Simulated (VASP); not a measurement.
Input of a VASP 6.6.1 run:

Contents of INCAR:

```
SYSTEM = Te
ALGO     = Normal         ! electronic algorithm
EDIFF    = 1E-7           ! SCF threshold, eV
EDIFFG   = -0.01          ! ionic threshold
ENCUT    = 600            ! plane-wave cutoff, eV
GGA      = PS             ! functional
IBRION   = 2              ! ionic algorithm
ISIF     = 4              ! what is computed and relaxed
ISMEAR   = 0              ! smearing method
LASPH    = .True.         ! aspherical terms in the spheres
LCHARG   = .False.        ! write CHGCAR
LREAL    = .False.        ! projectors in reciprocal space
LWAVE    = .False.        ! write WAVECAR
NELM     = 80             ! most SCF steps
NSW      = 40             ! ionic steps
PREC     = Accurate       ! precision mode
SIGMA    = 0.03           ! smearing width, eV
```

The input KPOINTS:

```
k-points
0
Gamma
  9 9 6
  0 0 0
```

Contents of POSCAR:

```
Te                                      
1.0
    4.2565564796      0.0000000000     -0.0000000000
   -2.1282782397      3.6862860440      0.0000000000
    0.0000000000      0.0000000000      5.8817354959
  Te            
     3
Direct
     0.2845285603111652    0.0000000000000000    0.3333333332999970
     0.0000000000000000    0.2845285603111652    0.6666666667000030
     0.7154714396888349    0.7154714396888349    1.0000000000000000
```

Potentials or basis: VASP PAW PBE potentials, release 64 (Te).

Command:

```sh
$ cat potpaw_PBE.64/Te/POTCAR > POTCAR
$ mpirun -np 1 vasp_std > vasp.out
```

**Question.** What does it give for the band gap on the k mesh?

**Answer.** None (metal or under the smearing width).

**Question.** Estimate the energy gained by relaxing.

**Answer.** 3.7 meV/atom.

The path:
| step | energy change (eV) | largest force (eV/Å) | pressure (GPa) |
| --- | --- | --- | --- |
| 1 | 0.0000 | 0.1639 | 2.48 |
| 2 | -0.0061 | 0.1127 | 2.16 |
| 3 | -0.0105 | 0.0217 | 1.55 |
| 4 | -0.0105 | 0.0295 | 1.61 |
| 5 | -0.0108 | 0.0204 | 1.60 |
| 6 | -0.0110 | 0.0032 | 1.59 |

Caveat: the PAW data sets were made with another functional, which shifts forces and pressure a little. Spin-orbit coupling is left out, which matters for the levels of Te.
